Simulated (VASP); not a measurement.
# SiC (Moissanite 3C): C into a neighbouring C vacancy, part 2 of 5

How hard is this move in SiC (Moissanite 3C): C into a neighbouring C vacancy? Both ends are relaxed first, then a band of images between them. The start is a cell from a database of measured crystal structures.

VASP 6.6.1; PBEsol; plane waves and PAW (Si, C).

So far. Step 2 (Relax the host): The start already met the threshold, so nothing moved.

## 3. Relax the start

System of this step: Moissanite 3C. The cell holds 53 atoms: 27 Si and 26 C. Its edges and angles: a = 9.245 Å, b = 9.245 Å, c = 9.245 Å, α = 60.0°, β = 60.0°, γ = 60.0°. It derives from SiC (Moissanite 3C). Nearest the centre at fractional (0.250, 0.250, 0.417): Si14 at 1.08 Å, C28 at 1.52 Å, Si11 at 2.40 Å, Si12 at 2.44 Å, Si5 at 2.44 Å, Si6 at 2.45 Å, C36 at 2.63 Å, C34 at 2.65 Å.

A path needs two true minima; the start is relaxed with symmetry off.

INCAR

```
SYSTEM = Si27C26
PREC = Normal
ENCUT = 400
EDIFF = 1E-05
NELM = 120
ISMEAR = 0
SIGMA = 0.05
LREAL = Auto
ALGO = Fast
GGA = PS
NBANDS = 144
LORBIT = 11
LWAVE = .FALSE.
LCHARG = .FALSE.
KPAR = 6
LASPH = .TRUE.
IBRION = 2
NSW = 60
ISIF = 2
EDIFFG = -0.05
POTIM = 0.4
MAXMIX = 40
ISYM = 0
```

POSCAR

```
Si27C26
1.0
    0.0000000000      6.5370000000      6.5370000000
    6.5370000000      0.0000000000      6.5370000000
    6.5370000000      6.5370000000      0.0000000000
Si C
27 26
Direct
    0.0012337020     -0.0002227274      0.0012800448
    0.0040613243     -0.0026956379      0.3320419520
    0.0022680798     -0.0011526678      0.6661765221
    0.0004298650      0.3345761408     -0.0003429069
    0.0001398575      0.3317184282      0.3326950516
   -0.0013027090      0.3337412687      0.6680909058
    0.0008151421      0.6658764356     -0.0016020237
    0.0039412437      0.6658055035      0.3333512874
    0.0009903276      0.6651416226      0.6598968891
    0.3346384508     -0.0006402195     -0.0006514752
    0.3278148011      0.0043632469      0.3354496298
    0.3322120158      0.0031499648      0.6697665768
    0.3318546672      0.3353243591     -0.0035636321
    0.3302438537      0.3343324758      0.3326677202
    0.3318479762      0.3345180327      0.6652615492
    0.3324672044      0.6659837925      0.0009750052
    0.3342791298      0.6667025079      0.3351140687
    0.3349371921      0.6635286485      0.6673013035
    0.6650811063      0.0043833796     -0.0016935812
    0.6643068917      0.0013993972      0.3318725518
    0.6654987012     -0.0018370463      0.6686692394
    0.6679519779      0.3306199981     -0.0006746809
    0.6649460403      0.3300094825      0.3373777153
    0.6676957810      0.3313939334      0.6693843689
    0.6694454719      0.6646632830     -0.0004773096
    0.6625012742      0.6662984252      0.3364425357
    0.6673390033      0.6683664391      0.6646303156
    0.2453806866      0.2509627031      0.5829630514
    0.2487084788      0.2493326918      0.9200379340
    0.2513997655      0.5833666544      0.2499634701
    0.2489068611      0.5841363442      0.5852111919
    0.2485677476      0.5778790804      0.9213289721
    0.2480821577      0.9142236433      0.2520188064
    0.2498139057      0.9194914172      0.5815268285
    0.2530802951      0.9173154326      0.9156336509
    0.5790913731      0.2496088911      0.2515626848
    0.5794275030      0.2517991607      0.5868986643
    0.5841234111      0.2518170578      0.9152909645
    0.5822093340      0.5822710706      0.2511660662
    0.5820520951      0.5866518651      0.5814514485
    0.5748969668      0.5842242532      0.9204382450
    0.5847561484      0.9121815146      0.2563724972
    0.5848614702      0.9125663358      0.5836071512
    0.5843887258      0.9172389385      0.9145462062
    0.9174417194      0.2486848425      0.2500751319
    0.9160156726      0.2477432392      0.5830058166
    0.9132656026      0.2500573456      0.9166292537
    0.9142740584      0.5855610280      0.2522298908
    0.9148907316      0.5844100628      0.5838216533
    0.9146748821      0.5817782410      0.9195225047
    0.9128730970      0.9172291550      0.2519871296
    0.9199361022      0.9183759684      0.5788690214
    0.9154394791      0.9113531649      0.9183836077
```

KPOINTS

```
Automatic mesh
0
Gamma
2 2 2
0 0 0
```

PAW data sets: Si and C (PBE family, release 64).

Started as:

```bash
$ mpirun -np 6 vasp_std
```

The log of the run:

```text
[banner, memory and clock lines left out]
running    6 mpi-ranks, on    1 nodes
 distrk:  each k-point on    1 cores,    6 groups
 distr:  one band on    1 cores,    1 groups

 POSCAR found type information on POSCAR SiC
 POSCAR found :  2 types and      53 ions
 [... a notice as in an earlier step ...]

 [... a notice as in an earlier step ...]

 LDA part: xc-table for (Slater+PW92), standard interpolation
 POSCAR, INCAR and KPOINTS ok, starting setup
 FFT: planning ... GRIDC
 FFT: planning ... GRID_SOFT
 FFT: planning ... GRID
 WAVECAR not read
 entering main loop
       N       E                     dE             d eps       ncg     rms          rms(c)
DAV:   1     0.508591172772E+03    0.50859E+03   -0.82033E+04  2304   0.107E+03
DAV:   2    -0.400178681133E+03   -0.90877E+03   -0.86251E+03  2864   0.214E+02
DAV:   3    -0.461015955101E+03   -0.60837E+02   -0.60261E+02  2784   0.536E+01
DAV:   4    -0.462245144435E+03   -0.12292E+01   -0.12251E+01  2784   0.836E+00
DAV:   5    -0.462277535938E+03   -0.32392E-01   -0.32363E-01  2784   0.128E+00    0.443E+01
RMM:   6    -0.415797808341E+03    0.46480E+02   -0.12499E+02  2304   0.197E+01    0.208E+01
RMM:   7    -0.416365887665E+03   -0.56808E+00   -0.49999E+01  2304   0.133E+01    0.946E+00
RMM:   8    -0.415605144158E+03    0.76074E+00   -0.62200E+00  2304   0.543E+00    0.305E+00
RMM:   9    -0.415466519616E+03    0.13862E+00   -0.39189E-01  2304   0.185E+00    0.856E-01
RMM:  10    -0.415445456703E+03    0.21063E-01   -0.17595E-01  2347   0.774E-01    0.370E-01
RMM:  11    -0.415447334709E+03   -0.18780E-02   -0.19678E-02  2313   0.327E-01    0.167E-01
RMM:  12    -0.415447879293E+03   -0.54458E-03   -0.64496E-03  2374   0.152E-01    0.352E-02
RMM:  13    -0.415447992459E+03   -0.11317E-03   -0.13766E-03  2419   0.714E-02    0.437E-02
RMM:  14    -0.415447995467E+03   -0.30082E-05   -0.14037E-04  2327   0.268E-02    0.244E-02
RMM:  15    -0.415447997563E+03   -0.20961E-05   -0.71527E-05  2266   0.171E-02
   1 F= -.41544800E+03 E0= -.41544323E+03  d E =-.415448E+03
 curvature:   0.00 expect dE= 0.000E+00 dE for cont linesearch  0.000E+00
 trial: gam= 0.00000 g(F)=  0.161E+01 g(S)=  0.000E+00 ort = 0.000E+00 (trialstep = 0.100E+01)
 search vector abs. value=  0.161E+01
 bond charge predicted
       N       E                     dE             d eps       ncg     rms          rms(c)
DAV:   1    -0.415936849099E+03   -0.48885E+00   -0.90344E+01  2504   0.255E+01    0.302E+00
RMM:   2    -0.416076635147E+03   -0.13979E+00   -0.25475E+00  2304   0.382E+00    0.441E+00
RMM:   3    -0.415952081567E+03    0.12455E+00   -0.71209E-01  2304   0.183E+00    0.114E+00
RMM:   4    -0.415968476370E+03   -0.16395E-01   -0.19066E-01  2308   0.959E-01    0.797E-01
RMM:   5    -0.415946808886E+03    0.21667E-01   -0.40914E-02  2304   0.431E-01    0.267E-01
RMM:   6    -0.415946913493E+03   -0.10461E-03   -0.21399E-02  2304   0.286E-01    0.828E-02
RMM:   7    -0.415946905008E+03    0.84845E-05   -0.19193E-03  2327   0.110E-01    0.511E-02
RMM:   8    -0.415946921659E+03   -0.16651E-04   -0.34814E-04  2354   0.414E-02    0.174E-02
RMM:   9    -0.415946932955E+03   -0.11296E-04   -0.77941E-05  2206   0.181E-02    0.168E-02
RMM:  10    -0.415946928719E+03    0.42359E-05   -0.27402E-05  1573   0.104E-02
   2 F= -.41594693E+03 E0= -.41594211E+03  d E =-.498931E+00
[...]
3 F= -.41603014E+03 E0= -.41602532E+03  d E =-.582139E+00
[...]
4 F= -.41607151E+03 E0= -.41606669E+03  d E =-.413680E-01
[...]
5 F= -.41607163E+03 E0= -.41606681E+03  d E =-.414917E-01
[...]
6 F= -.41608181E+03 E0= -.41607700E+03  d E =-.101856E-01
[...]
7 F= -.41608234E+03 E0= -.41607752E+03  d E =-.107128E-01
 curvature:  -0.75 expect dE=-0.373E-02 dE for cont linesearch -0.391E-07
 trial: gam= 0.28497 g(F)=  0.498E-02 g(S)=  0.000E+00 ort =-0.333E-04 (trialstep = 0.101E+01)
 search vector abs. value=  0.669E-02
 bond charge predicted
       N       E                     dE             d eps       ncg     rms          rms(c)
DAV:   1    -0.416085880066E+03   -0.35405E-02   -0.32150E-01  2416   0.157E+00    0.136E-01
RMM:   2    -0.416086250973E+03   -0.37091E-03   -0.53064E-03  2304   0.172E-01    0.131E-01
RMM:   3    -0.416086013802E+03    0.23717E-03   -0.85227E-04  2305   0.698E-02    0.996E-02
RMM:   4    -0.416085855026E+03    0.15878E-03   -0.66412E-04  2304   0.475E-02    0.347E-02
RMM:   5    -0.416085860183E+03   -0.51572E-05   -0.11055E-04  2333   0.233E-02    0.196E-02
RMM:   6    -0.416085862229E+03   -0.20455E-05   -0.63852E-05  2122   0.149E-02
   8 F= -.41608586E+03 E0= -.41608104E+03  d E =-.352077E-02
 trial-energy change:   -0.003521  1 .order   -0.003511   -0.005027   -0.001994
 step:   1.6758(harm=  1.6758)  dis= 0.00620  next Energy=  -416.086508 (dE=-0.417E-02)
 reached required accuracy - stopping structural energy minimisation
```

Wall time 3.9 min (6 MPI ranks of Intel Xeon 6975P-C (Granite Rapids), shared host); peak memory 3.4 GiB; 23 min of CPU time.

OUTCAR, selected parts (step 3):

```text
 Found      8 irreducible k-points:

   k-points           NKPTS =      8   k-points in BZ     NKDIM =      8   number of bands    NBANDS=    144

   dimension x,y,z NGX =    48 NGY =   48 NGZ =   48
   dimension x,y,z NGXF=    96 NGYF=   96 NGZF=   96

   ENCUT  =  400.0 eV  29.40 Ry    5.42 a.u.  15.08 15.08 15.08*2*pi/ulx,y,z

   NELECT =     212.0000    total number of electrons

 E-fermi :   9.2981

 k-point     1 :       0.0000    0.0000    0.0000
  band No.  band energies     occupation
    ...
    101       7.0841      2.00000
    102       7.0862      2.00000
    103       7.7897      2.00000
    104       7.7902      2.00000
    105       7.7913      2.00000
    106      10.4249      0.00000
    107      10.4285      0.00000
    108      10.4329      0.00000
    109      10.5241      0.00000
    110      10.5264      0.00000
    ...

 k-point     2 :       0.5000    0.0000    0.0000
  band No.  band energies     occupation
    ...
    102       7.3446      2.00000
    103       7.3489      2.00000
    104       7.5906      2.00000
    105       7.5924      2.00000
    106       9.1316      2.00000
    107      10.1619      0.00000
    108      10.1669      0.00000
    109      10.6037      0.00000
    110      10.6059      0.00000
    111      10.7783      0.00000
    ...

  Total       -5.3682313     -5.3599173     -5.4567115      0.1257884     -0.0339384     -0.1121842
  in kB      -15.3948817    -15.3710389    -15.6486228      0.3607328     -0.0973278     -0.3217192
  external PRESSURE =     -15.4715144 kB  Pullay stress =       0.0000000 kB

  energy-cutoff  :      400.00
  volume of cell :      558.68
      direct lattice vectors                 reciprocal lattice vectors
     0.000000000  6.537000000  6.537000000    -0.076487685  0.076487685  0.076487685
     6.537000000  0.000000000  6.537000000     0.076487685 -0.076487685  0.076487685
     6.537000000  6.537000000  0.000000000     0.076487685  0.076487685 -0.076487685

 POSITION                                       TOTAL-FORCE (eV/Angst)
 -----------------------------------------------------------------------------------
      6.53714      6.53574     13.06895        -0.004145     -0.004012     -0.006921
      8.71382      8.71476     13.06872         0.006877      0.020454     -0.022664
     10.89419     10.89618     13.06552         0.008673     -0.027371      0.005251
      2.17828      6.53050      8.70748        -0.013115      0.026281      0.020671
      4.35538      8.71780      8.71011         0.003213      0.004900      0.013844
      6.54240     10.89023      8.70767        -0.016081      0.009552      0.016333
      4.35712      6.53097     10.88588        -0.004005      0.041931      0.011585
      6.54116      8.71221     10.88841         0.005066      0.024715      0.012918
      8.71624     10.89114     10.88833         0.014080      0.010994      0.000395
      6.53275      2.18228      8.71303         0.023317     -0.021167     -0.001228
      2.19078      4.35255      2.17997        -0.041756     -0.001168     -0.002022
     10.89944      6.53965      8.71347        -0.010909     -0.006373      0.002174
      2.17771      2.17700      4.35246         0.020178      0.018417     -0.015155
      4.35801      4.34744      4.34445        -0.001256      0.035040      0.012336
      6.53907      6.53420      4.36092        -0.011354      0.010654     -0.011751
      4.36125      2.17819      6.53464        -0.006109     -0.002449     -0.008657
      6.53785      4.36928      6.53445         0.017630     -0.034723     -0.025820
      8.71187      6.53722      6.53203        -0.017033     -0.013765      0.002658
      6.53351      4.35996     10.88966         0.020362     -0.013265     -0.007767
      8.71802      6.53751     10.88817         0.011333      0.015450      0.012675
     10.89373      8.72043     10.89050        -0.002129     -0.028174     -0.004383
      2.18288      4.35599      6.53138        -0.013715     -0.008401      0.003398
      4.36589      6.53608      6.52743         0.019606     -0.003001      0.016491
      6.53757      8.70608      6.52933         0.005798     -0.016563      0.017284
      4.35617      4.35775      8.71081         0.001373     -0.022436     -0.000705
      6.53943      6.53616      8.70141        -0.007283      0.005581     -0.009914
      8.72093      8.71473      8.71262        -0.004450      0.022921     -0.014211
      5.45009      5.44109      3.25354        -0.012403     -0.000136      0.001160
      7.62781      7.62687      3.25228         0.017615      0.001432      0.019238
      5.45025      3.25802      5.44052        -0.019518      0.017548     -0.004931
      7.63078      5.44717      5.44181        -0.019258     -0.016749      0.012261
      9.81712      7.62817      5.43811        -0.022227      0.001328      0.005075
      7.62978      3.26255      7.62803         0.010546     -0.017760     -0.031428
      9.81808      5.44622      7.62585        -0.017831      0.003964     -0.010792
     11.98726      7.62627      7.62286        -0.007843      0.007244     -0.009650
      3.26414      5.44132      5.43403        -0.010892     -0.014213      0.028588
      5.44759      7.62607      5.43776         0.002633      0.011718      0.025628
      7.62744      9.81453      5.43899         0.024413     -0.031552     -0.013837
[...]
-----------------------------------------------------------------------------------
    total drift:                                0.006257      0.005271      0.004606

  FREE ENERGIE OF THE ION-ELECTRON SYSTEM (eV)
  ---------------------------------------------------
  free  energy   TOTEN  =      -416.0858622287 eV

  energy  without entropy=     -416.0762224340  energy(sigma->0) =     -416.08104233

 total charge
# of ion       s       p       d       tot
------------------------------------------
    1        0.707   0.973   0.000   1.679
    2        0.708   0.973   0.000   1.681
    3        0.708   0.974   0.000   1.682
    4        0.708   0.974   0.000   1.681
    5        0.734   0.899   0.000   1.632
    6        0.708   0.974   0.000   1.681
    7        0.708   0.974   0.000   1.681
    8        0.708   0.973   0.000   1.681
    9        0.707   0.972   0.000   1.679
   10        0.708   0.974   0.000   1.681
   11        0.734   0.898   0.000   1.632
   12        0.708   0.974   0.000   1.681
   13        0.734   0.900   0.000   1.634
   14        0.734   0.898   0.000   1.632
   15        0.711   0.962   0.000   1.673
   16        0.708   0.974   0.000   1.681
   17        0.711   0.960   0.000   1.672
   18        0.711   0.961   0.000   1.673
   19        0.708   0.974   0.000   1.682
   20        0.708   0.974   0.000   1.681
   21        0.707   0.973   0.000   1.680
   22        0.708   0.974   0.000   1.681
   23        0.711   0.961   0.000   1.673
   24        0.711   0.961   0.000   1.673
   25        0.707   0.973   0.000   1.680
   26        0.711   0.961   0.000   1.672
   27        0.707   0.972   0.000   1.679
   28        0.842   1.684   0.000   2.526
   29        0.842   1.683   0.000   2.525
   30        0.842   1.683   0.000   2.525
   31        0.836   1.707   0.000   2.543
   32        0.842   1.684   0.000   2.525
   33        0.842   1.683   0.000   2.525
   34        0.842   1.684   0.000   2.526
   35        0.836   1.705   0.000   2.541
   36        0.842   1.683   0.000   2.525
   37        0.836   1.707   0.000   2.543
[...]
--------------------------------------------------
tot         41.031  69.996   0.000 111.027

[... 1 part as in an earlier step ...]

[... 7 further parts left out ...]
```

The steps of the relaxation:

```
step  energy less that of the first step (eV)  largest force (eV/Å)
   1                                   0.0000                1.8859
   2                                  -0.4989                0.7089
   3                                  -0.5821                0.3478
   4                                  -0.6235                0.1723
   5                                  -0.6236                0.1847
   6                                  -0.6338                0.0813
   7                                  -0.6343                0.0920
   8                                  -0.6379                0.0467
```

The atoms that moved most (Å):

```
atom      dx      dy      dz  length
 Si9   0.054   0.034  -0.003   0.064
 C42  -0.007  -0.056   0.022   0.060
 C41  -0.028   0.029   0.042   0.058
 C32   0.017  -0.019   0.036   0.044
 C53   0.022  -0.002   0.036   0.043
 Si8   0.010  -0.030  -0.027   0.041
Si12  -0.036  -0.010  -0.016   0.041
Si19  -0.021   0.023  -0.024   0.039
```

This step gave:

```yaml
electronic_cycles: 59
electrons: 212
free_energy_toten: -416.0859 eV
energy_at_zero_smearing: -416.0810 eV
fermi_energy: 9.298 eV
labelled_metallic_from_the_levels_on_this_mesh: yes
```

The run ended after 8 ionic steps, 0.638 eV below its first step, once the forces on the free atoms met EDIFFG = -0.05.

(Continued in part 3 of 5.)

[Lines on the potential files, build, host, timing and source positions are cut from VASP's logs without a mark.]

[Logs are printed without paths, hosts, clocks, repeated set-up lines and the standing remarks that a program may print on its own settings, such as how far it seeks lower states.]

[Hosts, paths, dates, database ids (printed as entryN), source tags and the programs' standing remarks are cut or masked in the printed files.]

[Runs that stopped without an error message from VASP are left out.]
